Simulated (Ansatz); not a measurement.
RuS₂, DFT, PBEsol, PAW with Ansatz's default frozen-core files, scalar-relativistic (Ansatz 0.2.0), run on 1 thread of Intel(R) Xeon(R) Platinum 8488C (Sapphire Rapids) on a shared host.

The structure comes from a relaxation in the same program, started in the CdI2 type, and has space group P-3m1. Whether it is a known phase or the ground state wasn't checked.

Command: `ansatz run input.yaml --threads 1 --pin off --max-ram 4096MiB --backend cpu --events-out ev --progress --plain --runs-dir out`

```yaml
crystal:
  lattice:
    - [3.4427884332, 0.0, 0.0]
    - [-1.7213942166, 2.981542243, 0.0]
    - [0.0, 0.0, 5.1133983325]
  atoms:
    - { symbol: Ru, position: [0.0, 0.0, 0.0] }
    - { symbol: S, position: [0.3333333333, 0.6666666667, 0.2536057355] }
    - { symbol: S, position: [0.6666666667, 0.3333333333, 0.7463942645] }
kpoints:
  mp_grid: { grid: [12, 12, 7] }
  band_path:
    path:
      - [0.0, 0.0, 0.0]
      - [0.5, 0.0, 0.0]
      - [0.3333333333, 0.3333333333, 0.0]
      - [0.0, 0.0, 0.0]
      - [0.0, 0.0, 0.5]
      - [0.5, 0.0, 0.5]
      - [0.3333333333, 0.3333333333, 0.5]
      - [0.0, 0.0, 0.5]
      - [0.5, 0.0, 0.5]
    npoints: 5
scf:
  occupations: { method: fermi_dirac, width: 0.05 }
hamiltonian:
  xc: pbesol
  pseudopotentials: { kind: paw }
output:
  forces: true
  stress: true
  eigenvalues: true
  efg: { contact_densities: true }
  write_density: true
  write_potential: true
  elf: true
  volumetric_format: npy
```

**Question.** How large is the problem that the program sets up?

**Answer.** 112 irreducible k-points, 1037 plane waves at Γ, 18 bands.

**Question.** About how long does it take, and how much memory does it use?

**Answer.** 6.6 s of wall time for 7 SCF iterations, with a peak of 0.49 GiB. Times on shared machines scatter by tens of per cent.

**Question.** And the same cell and mesh by LAPW (all electrons), asked for forces, stress, eigenvalues and the same band path, on the same hardware?

**Answer.** 34 s, peak memory 0.66 GiB.
